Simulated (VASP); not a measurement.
Runs of VASP 6.6.1 on TiTe2. The structure is tetragonal, space group P4/mmm (No. 123). The conventional cell has a = 3.026 Å, b = 3.026 Å, c = 9.302 Å, α = 90.00°, β = 90.00°, γ = 90.00°. Ti (site symmetry 4/mmm) has 2 Te at 2.74 Å and 4 Ti at 3.03 Å as nearest neighbours. Around Te (site symmetry 4mm) lie 1 Ti at 2.74 Å and 4 Te at 3.03 Å. The cell was built by a generator and needn't be a form met in nature.

```csv
level,gap on the mesh (eV),pressure (GPa),relaxed volume (Å³/atom),largest force (eV/Å)
PBEsol+D4,none,0.0,27.89,0.01
PBEsol,none,0.0,29.09,-
PBEsol+D3,none,0.0,27.89,-
PBEsol+D3(BJ),none,0.0,(a),0.01
PBEsol+rVV10,none,0.0,28.54,-
```

Alike in all rows: task relaxation of cell and atoms; potentials or basis VASP PAW PBE potentials, release 64 (Ti_sv, Te); no spin polarisation; cell relaxed; k mesh 9 × 9 × 3; cutoff (eV) 600; smearing fermi-dirac 0.05 eV.

Estimate the missing entries.

(a) 26.99.

Caveats: the PAW data sets were made with another functional, which shifts forces and pressure a little; this functional lacks dispersion, which binds the layers, so the pressure and a relaxed spacing across them are unreliable (some runs).

A k mesh can miss the band edges, and the runs leave out spin-orbit coupling on Te.

A gap of «none» marks a metal or a gap under the smearing width.
